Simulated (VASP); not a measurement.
Te2Mo:

```xyz
6
Lattice="3.5182 0.0000 0.0000 -1.7591 3.0469 0.0000 0.0000 0.0000 13.9736" Properties=species:S:1:pos:R:3 pbc="T T T"
Te    1.7591    1.0156    5.2960
Te    0.0000    2.0312   12.2828
Te    1.7591    1.0156    1.6908
Te    0.0000    2.0312    8.6776
Mo    1.7591    1.0156   10.4802
Mo    0.0000    2.0312    3.4934
```

| Property | Result |
| --- | --- |
| Program | VASP 6.6.1 |
| Task | relaxation of cell and atoms |
| Functional | PBE |
| Dispersion | D3(BJ) |
| Potentials or basis | VASP PAW PBE potentials, release 64 (Te, Mo_sv) |
| Cutoff | 600 eV |
| k mesh | 9 × 9 × 2 |
| Occupations | fermi-dirac, width 0.05 eV |
| Spin | no spin polarisation |

At the start: pressure -0.6 GPa; volume 24.96 Å³/atom.

How do energy, volume and symmetry change on relaxing?

Over 11 steps the energy falls by 4.2 meV/atom and the volume is 24.15 Å³/atom (-3.2 %); space group P6_3/mmc (No. 194, to 0.05 Å).

The path:
```
step  energy change (eV)  largest force (eV/Å)  pressure (GPa)  volume (Å³)
   1              0.0000                0.1801           -0.57       149.79
   2             -0.0099                0.1782            0.16       147.87
   3             -0.0107                0.1781            0.42       147.15
   4             -0.0138                0.0445           -0.52       147.26
   5             -0.0143                0.0147           -0.27       147.23
   6             -0.0201                0.0145           -0.19       146.48
   7             -0.0252                0.0121           -0.01       145.13
   8             -0.0254                0.0107            0.04       144.86
   9             -0.0254                0.0111            0.03       144.91
  10             -0.0253                0.0169           -0.11       144.97
  11             -0.0254                0.0027           -0.01       144.93
```

Final structure:
```
Te Mo
1.0
     3.49568    0.00000    0.00000
    -1.74784    3.02735    0.00000
     0.00000    0.00000   13.69462
Te Mo
4 2
Direct
  0.66667 0.33333 0.38276
  0.33333 0.66667 0.88276
  0.66667 0.33333 0.11724
  0.33333 0.66667 0.61724
  0.66667 0.33333 0.75000
  0.33333 0.66667 0.25000
```
